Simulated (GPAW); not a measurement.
# Cr (Cmcm) in GPAW: further runs

Aim: see how the results for Cr move with the level of theory and the settings. Levels: LDA, PBEsol. Tasks: equation of state, band structure.

Everything below comes from runs of GPAW 26.7.0. Logs are shortened: lines on timing, memory, paths and dates and some standing lists are left out, and cuts for length are marked. The log counts tension as positive stress, the text compression.

**1. The structure**

The structure is orthorhombic, space group Cmcm (No. 63). Conventional cell: a = 2.294 Å, b = 4.934 Å, c = 4.064 Å, α = 90.00°, β = 90.00°, γ = 90.00°. Cr (site symmetry m2m) has 8 Cr at 2.29 to 2.62 Å as nearest neighbours.

This isn't the form of Cr at room conditions, which is bcc.

**2. Equation of state, LDA, collinear spin, ferromagnetic start**

run.py reads:

```python
from ase import Atoms
from ase.eos import EquationOfState
from ase.io import Trajectory
from ase.units import GPa
from gpaw import GPAW, PW

atoms = Atoms(['Cr', 'Cr'],
              cell=[[1.147050505, -2.46702512, 0.0],
                    [1.147050505, 2.46702512, 0.0],
                    [0.0, 0.0, 4.06431074]],
              scaled_positions=[[0.87053258, 0.12946742, 0.75],
                                [0.12946742, 0.87053258, 0.25]],
              pbc=True)
atoms.set_initial_magnetic_moments([3.0, 3.0])

traj = Trajectory('eos.traj', 'w')
volumes, energies = [], []
for x in [0.94, 0.96, 0.98, 1.0, 1.02, 1.04, 1.06]:
    a = atoms.copy()
    a.set_cell(atoms.cell * x**(1 / 3), scale_atoms=True)
    calc = GPAW(mode=PW(600),
                xc='LDA',
                kpts={'size': (10, 10, 5), 'gamma': True},
                occupations={'name': 'fermi-dirac', 'width': 0.05},
                nbands=17,
                convergence={'density': 1e-05, 'energy': 1e-05},
                maxiter=150,
                txt=f'eos-{x:.2f}.txt')
    a.calc = calc
    energies.append(a.get_potential_energy(force_consistent=True))
    volumes.append(a.get_volume())
    p = -a.get_stress()[:3].mean() / GPa
    calc.write(f'eos-{x:.2f}.gpw')
    traj.write(a)
    print(f'{x:.2f} {volumes[-1]:10.4f} A^3 {energies[-1]:14.6f} eV {p:9.3f} GPa', flush=True)

v0, e0, B = EquationOfState(volumes, energies, eos='birchmurnaghan').fit()
print(f'V0 = {v0:.4f} A^3, E0 = {e0:.6f} eV, B0 = {B / GPa:.2f} GPa')
```

Potentials or basis: the program's PAW data sets (release 1.2.1) made for this functional, pw.

Launch:

```
$ OMP_NUM_THREADS=1 python run.py
```

Log:

```text
__  _  _
 | _ |_)|_||  |
 |__||  | ||/\| - 26.7.0

Input parameters:
  mode=PW(ecut=600.0),
  convergence={'density': 1e-05, 'energy': 1e-05},
  kpts=MonkhorstPack(size=(10, 10, 5), gamma=True),
  maxiter=150,
  nbands=17,
  occupations=Occupations(name='fermi-dirac', width=0.05),
  xc=XC(name='LDA')

Diagonalizing LCAO Hamiltonian
Converting LCAO to pw mode

       Cr Cr

Atoms  # Å, Bohr magnetons
|   | symbol |        x |         y |        z |    initial magnetic moments |
|---|--------|----------|-----------|----------|-----------------------------|
| 0 |     Cr | 1.123635 | -1.790905 | 2.986007 | ( 0.0000,  0.0000,  3.0000) |
| 1 |     Cr | 1.123635 |  1.790905 | 0.995336 | ( 0.0000,  0.0000,  3.0000) |

Unit cell  # Å
| periodic |        x |         y |        z |  lengths |     angles |
|----------|----------|-----------|----------|----------|------------|
|      yes | 1.123635 | -2.416664 | 0.000000 | 2.665111 |  90.000000 |
|      yes | 1.123635 |  2.416664 | 0.000000 | 2.665111 |  90.000000 |
|      yes | 0.000000 |  0.000000 | 3.981342 | 3.981342 | 130.127582 |

Number of symmetries: 4
Symmetry operations  # r_c * U_cc + t_c -> r_c
|   | kind |            matrix            |
|---|------|------------------------------|
| 0 |  E   |  1, 0, 0,  0, 1, 0,  0, 0, 1 |
| 1 |  C2  |  0, 1, 0,  1, 0, 0,  0, 0,-1 |
| 2 |  σ   |  0,-1, 0, -1, 0, 0,  0, 0, 1 |
| 3 |  i   | -1, 0, 0,  0,-1, 0,  0, 0,-1 |

BZ-sampling:
  Number of BZ points: 500
  Number of IBZ points: 141

  Monkhorst-Pack size: [10, 10, 5]
  Monkhorst-Pack shift: [0.05, 0.05, 0.0]

K-points  # in reciprocal-cell coordinates
|     |                                coordinates |     weight |
|-----|--------------------------------------------|------------|
|   0 | (  0.00000000,   0.00000000,   0.00000000) | 0.00200000 |
|   1 | (  0.00000000,   0.00000000,   0.20000000) | 0.00400000 |
|   2 | (  0.00000000,   0.00000000,   0.40000000) | 0.00400000 |
|   3 | (  0.10000000,  -0.10000000,  -0.40000000) | 0.00400000 |
|   4 | (  0.10000000,  -0.10000000,  -0.20000000) | 0.00400000 |
|   5 | (  0.10000000,  -0.10000000,   0.00000000) | 0.00400000 |
|   6 | (  0.10000000,  -0.10000000,   0.20000000) | 0.00400000 |
|   7 | (  0.10000000,  -0.10000000,   0.40000000) | 0.00400000 |
|   8 | (  0.10000000,   0.00000000,  -0.40000000) | 0.00800000 |
|   9 | (  0.10000000,   0.00000000,  -0.20000000) | 0.00800000 |
| ... |                                            |            |
| 140 | (  0.50000000,   0.50000000,   0.40000000) | 0.00400000 |

Plane wave coefficients: 743
Cutoff: 600.0 eV

Spin-components: 2 (collinear spins)
Bands:           17
Projectors:      12
Spin-degeneracy: 1
Datatype:        complex128

Parallelization:
  kpt:    1
  domain: 1
  band:   1

Density:
  Valence electrons: 12.0
  Components: 2
  Grid points: [16 16 24]
  Charge: 0.0  # |e|

Potential:
  Grid points: [16 16 24]

species:
  Cr:
    name:    Chromium
    Z:       24.0
    valence: 6
    core:    18
    charge:  0.0  # [|e|]
    compensation charges:
      type: gauss
      rc: 0.35  # [Å]
      lmax: 2
    cutoffs:
      filter: 2.14  # [Å]
      core: 3.04  # [Å]
    projectors
    | kind |    occ | energy [eV] | rcut [Å] |
    |------|--------|-------------|----------|
    |   4s |  1.000 |      -4.191 |    1.164 |
    |   4p |  0.000 |      -1.079 |    1.217 |
    |   3d |  5.000 |      -3.128 |    1.111 |
    |    s |        |      23.021 |    1.164 |
    |    p |        |      26.132 |    1.217 |
    |    d |        |      24.083 |    1.111 |

    Using partial waves for Cr as LCAO basis

Reference energy: -57053.366723  # eV

eigensolver:
  PPCG
  Converge bands: occupied
  niter=2

density mixing:
  MSR1-Mixer
  Pratt-step length: 0.05
  Maximum mixing coefficient: 0.75
  Old densities: 10
  SVD Regularization: 0.005
  Good broyden scale: 1.0
  Trust region scale: 1.0
  Backstep threshold: 4.0
  History deletion threshold: 6.0
  Fourier metric: weight=20.0, sigma=0.015

occupation numbers:
  Fermi-Dirac:
    width: 0.0500  # eV

poisson solver:
  ecut: 4800.0  # eV

xc functional:
  name: None

convergence criteria:
- Maximum integral of absolute [dens]ity change: 1e-05 electrons / valence electron
- Maximum [total energy] change in last 3 cyles: 1e-05 eV / valence electron
- Maximum integral of absolute [eigenst]ate change: 4e-08 eV^2 / valence electron
maximum number of iterations: 150

SCF iterations
|iter     | |      energy | eigst |  dens |  magmom |
|---------|-|-------------|-------|-------|---------|
|iter:   1| |  -18.958773 | +0.42 |       |  +5.9960|
|iter:   2| |  -19.037264 | -1.56 | -0.43 |  +5.8172|
|iter:   3| |  -20.053015 | -1.08 | -0.45 |  +2.8767|
|iter:   4| |  -20.413845 | -2.17 | -0.80 |  +1.2635|
|iter:   5| |  -20.478406 | -2.03 | -1.21 |  -0.0213|
|iter:   6| |  -20.483197 | -2.18 | -1.53 |  +0.0009|
|iter:   7| |  -20.481846 | -2.81 | -1.94 |  -0.0285|
|iter:   8| |  -20.482652 | -3.32 | -2.07 |  -0.0080|
|iter:   9| |  -20.482654 | -4.73 | -3.09 |  -0.0017|
|iter:  10| |  -20.482654c| -5.36 | -3.72 |  -0.0007|
|iter:  11| |  -20.482655c| -6.03 | -4.21 |  -0.0001|
|iter:  12| |  -20.482655c| -6.63 | -4.89 |  -0.0000|
|iter:  13| |  -20.482655c| -7.08 | -5.72c|  +0.0000|
|iter:  14| |  -20.482655c| -7.46c| -6.13c|  +0.0000|

Converged in 14 steps
Energy contributions relative to reference atoms: (reference = -57053.366723)

Energy contributions:
  Kinetic:          -8.974607
  Coulomb:           0.725905
  Zero:              0.237435
  External:          0.000000
  Xc:              -12.460129
  Entropy:          -0.022517
  Spinorbit:         0.000000
  ----------------------------
  Free energy:     -20.493913
  Extrapolated:    -20.482655

dipole moment: (0.000025, 0.000000, 0.000044)  # |e|*Ang

Total magnetic moment: (0.000000, 0.000000, 0.000000)

Local magnetic moments
|        x |        y |        z |
|----------|----------|----------|
| 0.000000 | 0.000000 | 0.000002 |  # Cr   0
| 0.000000 | 0.000000 | 0.000002 |  # Cr   1

Fermi level: 11.910
Eigenvalues  # (at kpt = [0.000, 0.000, 0.000])
| band index |      eig [eV] | occ [0-1] |      eig [eV] | occ [0-1] |
|------------|---------------|-----------|---------------|-----------|
|          0 |         3.988 |     1.000 |         3.988 |     1.000 |
|          1 |         7.300 |     1.000 |         7.300 |     1.000 |
|          2 |         9.590 |     1.000 |         9.590 |     1.000 |
|          3 |         9.832 |     1.000 |         9.832 |     1.000 |
|          4 |        10.959 |     1.000 |        10.959 |     1.000 |
|          5 |        12.044 |     0.064 |        12.044 |     0.064 |
|          6 |        12.948 |     0.000 |        12.948 |     0.000 |
|          7 |        12.987 |     0.000 |        12.987 |     0.000 |
|          8 |        13.224 |     0.000 |        13.224 |     0.000 |
|          9 |        13.677 |     0.000 |        13.677 |     0.000 |
|         10 |        13.844 |     0.000 |        13.844 |     0.000 |
|         11 |        14.722 |     0.000 |        14.722 |     0.000 |
|         12 |        18.394 |     0.000 |        18.394 |     0.000 |
|        ... |               |           |               |           |
|         16 |        21.643 |     0.000 |        21.643 |     0.000 |

No gap
No difference between direct/indirect transitions

Stress tensor  # eV/Ang^3
|         x |         y |         z |
|-----------|-----------|-----------|
| -0.005358 |  0.000000 |  0.000000 |
|  0.000000 | -0.027408 | -0.000000 |
|  0.000000 | -0.000000 | -0.063911 |

# Writing to eos-0.94.gpw (mode='')
```

Run time: 10 min. Hardware: 1 thread of Arm Neoverse V1, shared host; peak memory 0.25 GiB.

What came out:

```
Equilibrium volume                        : 11.02 Å³/atom
Bulk modulus at fixed shape and positions : 283 GPa
Pressure derivative of the bulk modulus   : 4.3
```

Energy against volume, from the lowest point:
```tsv
volume (Å³/atom)	energy (meV/atom)
10.811	3.75
11.041	0.00
11.271	4.62
11.501	16.80
11.731	35.69
11.961	60.65
12.191	90.96
```

Caveat: the cell was scaled at fixed shape and fractional positions, which overstates the stiffness of a crystal with free parameters, most of all of layers and chains.

**3. Band structure, PBEsol, collinear spin, ferromagnetic start**

run.py reads:

```python
from ase import Atoms
from ase.dft.bandgap import bandgap
from ase.io import write
from ase.units import GPa
from gpaw import GPAW, PW, setup_paths

setup_paths.insert(0, '.')

atoms = Atoms(['Cr', 'Cr'],
              cell=[[1.147050505, -2.46702512, 0.0],
                    [1.147050505, 2.46702512, 0.0],
                    [0.0, 0.0, 4.06431074]],
              scaled_positions=[[0.87053258, 0.12946742, 0.75],
                                [0.12946742, 0.87053258, 0.25]],
              pbc=True)
atoms.set_initial_magnetic_moments([3.0, 3.0])

calc = GPAW(mode=PW(600),
            xc='PBEsol',
            kpts={'size': (10, 10, 5), 'gamma': True},
            occupations={'name': 'fermi-dirac', 'width': 0.05},
            nbands=17,
            convergence={'density': 1e-05, 'energy': 1e-05},
            maxiter=150,
            txt='gpaw.txt')
atoms.calc = calc
energy = atoms.get_potential_energy()
forces = atoms.get_forces()
stress = atoms.get_stress()
calc.write('gs.gpw')
write('result.traj', atoms)
print(f'Energy: {energy:.6f} eV')
print('Forces (eV/A):')
print(forces.round(4))
print('Stress (GPa):', (stress / GPa).round(3))
print('Moments:', calc.get_magnetic_moments().round(3))
print('Fermi level:', round(calc.get_fermi_level(), 4), 'eV')
print(f'Gap: {bandgap(calc)[0]:.4f} eV, direct: {bandgap(calc, direct=True)[0]:.4f} eV')

path = atoms.cell.bandpath('GXSRAZGYX1A1TY,ZT', npoints=60, eps=1e-4)
bs_calc = calc.fixed_density(kpts=path, symmetry='off', nbands=26,
                             convergence={'bands': 'CBM+6.0', 'eigenstates': 1e-6}, txt='bands.txt')
bs = bs_calc.band_structure()
bs.write('bs.json')
print(f'Gap on the path: {bandgap(bs_calc)[0]:.4f} eV')
```

Potentials or basis: PAW data sets generated in the run's folder for this functional, pw.

Launch:

```
$ gpaw-setup -f PBEsol Cr
$ OMP_NUM_THREADS=1 python run.py
```

It took 1.7 min on 1 thread of Arm Neoverse V2, shared host; peak memory 0.28 GiB.

Results (log left out):

* Free energy: -19.5447 eV
* Pressure: -3.1 GPa
* Largest force: 0.147 eV/Å
* Band gap along the path: none (metal or under the smearing width)
* Net moment: 0.00 μB per cell

Forces in eV/Å, atoms in the order of the input:
```
Cr   0.000  0.147  0.000
Cr   0.000 -0.147  0.000
```

Stress tensor (GPa, compression positive):
```
-5.78  0.00  0.00
 0.00 -4.31  0.00
 0.00  0.00  0.87
```

Levels at the corners of the path, in eV from the Fermi level:
Spin up:
```tsv
point	band 2	band 3	band 4	band 5	band 6	band 7	band 8	band 9	band 10	band 11
Γ	-4.27	-2.13	-1.90	-0.85	0.16	0.97	1.01	1.05	1.65	1.80
X	-3.21	-2.96	-1.68	-1.45	-0.25	0.30	1.38	1.92	2.70	6.32
S	-3.76	-3.72	-1.34	-0.26	0.03	0.25	1.84	2.05	2.25	4.40
R	-4.11	-2.35	-2.35	0.09	0.09	1.33	1.33	2.39	2.39	4.81
A	-3.40	-1.88	-1.88	-1.47	-1.47	0.92	0.92	2.28	2.28	7.93
Z	-5.50	-1.92	-1.92	-1.16	-1.16	0.51	0.51	0.79	0.79	2.27
Γ	-4.27	-2.13	-1.90	-0.85	0.16	0.97	1.01	1.05	1.65	1.80
Y	-3.44	-2.57	-2.39	-1.91	-1.39	0.50	2.02	2.53	2.67	3.83
X1	-3.21	-2.96	-1.68	-1.45	-0.25	0.30	1.38	1.92	2.70	6.32
A1	-3.40	-1.88	-1.88	-1.47	-1.47	0.92	0.92	2.28	2.28	7.93
T	-4.28	-2.67	-2.67	0.36	0.36	1.48	1.48	2.27	2.27	2.42
Y	-3.44	-2.57	-2.39	-1.91	-1.39	0.50	2.02	2.53	2.67	3.83
Z	-5.50	-1.92	-1.92	-1.16	-1.16	0.51	0.51	0.79	0.79	2.27
T	-4.28	-2.67	-2.67	0.36	0.36	1.48	1.48	2.27	2.27	2.42
```
Spin down:
```csv
point,band 4,band 5,band 6,band 7,band 8,band 9
Γ,-1.90,-0.85,0.16,0.97,1.01,1.05
X,-1.68,-1.45,-0.25,0.30,1.38,1.92
S,-1.34,-0.26,0.03,0.25,1.84,2.05
R,-2.35,0.09,0.09,1.33,1.33,2.39
A,-1.88,-1.47,-1.47,0.92,0.92,2.28
Z,-1.92,-1.16,-1.16,0.51,0.51,0.79
Γ,-1.90,-0.85,0.16,0.97,1.01,1.05
Y,-2.39,-1.91,-1.39,0.50,2.02,2.53
X1,-1.68,-1.45,-0.25,0.30,1.38,1.92
A1,-1.88,-1.47,-1.47,0.92,0.92,2.28
T,-2.67,0.36,0.36,1.48,1.48,2.27
Y,-2.39,-1.91,-1.39,0.50,2.02,2.53
Z,-1.92,-1.16,-1.16,0.51,0.51,0.79
T,-2.67,0.36,0.36,1.48,1.48,2.27
```

Caveat: the starting moments collapsed, and a magnetic state may lie lower.

**4. Band structure, LDA, collinear spin, ferromagnetic start**

run.py, as its differences from that of step 3:

```diff
@@ -4,5 +4,3 @@
 from ase.units import GPa
-from gpaw import GPAW, PW, setup_paths
-
-setup_paths.insert(0, '.')
+from gpaw import GPAW, PW
 
@@ -18,3 +16,3 @@
 calc = GPAW(mode=PW(600),
-            xc='PBEsol',
+            xc='LDA',
             kpts={'size': (10, 10, 5), 'gamma': True},
```

Potentials or basis: the program's PAW data sets (release 1.2.1) made for this functional, pw.

Launch:

```
$ OMP_NUM_THREADS=1 python run.py
```

Wall time 98 s (1 thread of Arm Neoverse V2, shared host); peak memory 0.28 GiB.

It converged, with:

- Free energy: -20.4678 eV
- Pressure: -11.5 GPa
- Largest force: 0.126 eV/Å
- Band gap along the path: none (metal or under the smearing width)
- Net moment: 0.00 μB per cell

Forces on the atoms (eV/Å):
```
Cr   0.000  0.126  0.000
Cr   0.000 -0.126  0.000
```

Stress tensor (GPa, compression positive):
```
-15.39   0.00   0.00
  0.00 -11.81   0.00
  0.00   0.00  -7.24
```

Levels at the corners of the path, in eV from the Fermi level:
Spin up:
```
point  band 2  band 3  band 4  band 5  band 6  band 7  band 8  band 9  band 10  band 11
    Γ   -4.29   -2.14   -1.91   -0.86    0.14    0.97    1.00    1.15     1.63     1.78
    X   -3.22   -2.96   -1.68   -1.41   -0.25    0.29    1.37    1.92     2.72     6.27
    S   -3.76   -3.74   -1.36   -0.20    0.03    0.24    1.85    2.06     2.25     4.43
    R   -4.12   -2.36   -2.36    0.09    0.09    1.33    1.33    2.41     2.41     4.86
    A   -3.40   -1.87   -1.87   -1.46   -1.46    0.93    0.93    2.29     2.29     6.40
    Z   -5.44   -1.93   -1.93   -1.16   -1.16    0.50    0.50    0.80     0.80     2.26
    Γ   -4.29   -2.14   -1.91   -0.86    0.14    0.97    1.00    1.15     1.63     1.78
    Y   -3.42   -2.57   -2.35   -1.90   -1.37    0.48    2.01    2.52     2.66     3.84
   X1   -3.22   -2.96   -1.68   -1.41   -0.25    0.29    1.37    1.92     2.72     6.27
   A1   -3.40   -1.87   -1.87   -1.46   -1.46    0.93    0.93    2.29     2.29     6.40
    T   -4.29   -2.68   -2.68    0.46    0.46    1.47    1.47    2.26     2.26     2.41
    Y   -3.42   -2.57   -2.35   -1.90   -1.37    0.48    2.01    2.52     2.66     3.84
    Z   -5.44   -1.93   -1.93   -1.16   -1.16    0.50    0.50    0.80     0.80     2.26
    T   -4.29   -2.68   -2.68    0.46    0.46    1.47    1.47    2.26     2.26     2.41
```
Spin down:
```
point  band 2  band 3  band 4  band 5  band 6  band 7  band 8  band 9  band 10  band 11
    Γ   -4.29   -2.14   -1.91   -0.86    0.14    0.97    1.00    1.15     1.63     1.78
    X   -3.22   -2.96   -1.68   -1.41   -0.25    0.29    1.37    1.92     2.72     6.27
    S   -3.76   -3.74   -1.36   -0.20    0.03    0.24    1.85    2.06     2.25     4.43
    R   -4.12   -2.36   -2.36    0.09    0.09    1.33    1.33    2.41     2.41     4.86
    A   -3.40   -1.87   -1.87   -1.46   -1.46    0.93    0.93    2.29     2.29     6.40
    Z   -5.44   -1.93   -1.93   -1.16   -1.16    0.50    0.50    0.80     0.80     2.26
    Γ   -4.29   -2.14   -1.91   -0.86    0.14    0.97    1.00    1.15     1.63     1.78
    Y   -3.42   -2.57   -2.35   -1.90   -1.37    0.48    2.01    2.52     2.66     3.84
   X1   -3.22   -2.96   -1.68   -1.41   -0.25    0.29    1.37    1.92     2.72     6.27
   A1   -3.40   -1.87   -1.87   -1.46   -1.46    0.93    0.93    2.29     2.29     6.40
    T   -4.29   -2.68   -2.68    0.46    0.46    1.47    1.47    2.26     2.26     2.41
    Y   -3.42   -2.57   -2.35   -1.90   -1.37    0.48    2.01    2.52     2.66     3.84
    Z   -5.44   -1.93   -1.93   -1.16   -1.16    0.50    0.50    0.80     0.80     2.26
    T   -4.29   -2.68   -2.68    0.46    0.46    1.47    1.47    2.26     2.26     2.41
```

Caveat: the starting moments collapsed, and a magnetic state may lie lower.

**5. The reference run**

An earlier run on the cell as given: functional PBEsol; potentials or basis PAW data sets generated in the run's folder for this functional; cutoff 600 eV; basis pw; k mesh 13 × 13 × 7; occupations fermi-dirac, width 0.05 eV; collinear spin, ferromagnetic start; starting moments [3.0, 3.0] μB.

- Pressure: -2.9 GPa
- Largest force: 0.144 eV/Å
- Band gap on the k mesh: none (metal or under the smearing width)
- Net moment: 0.00 μB per cell
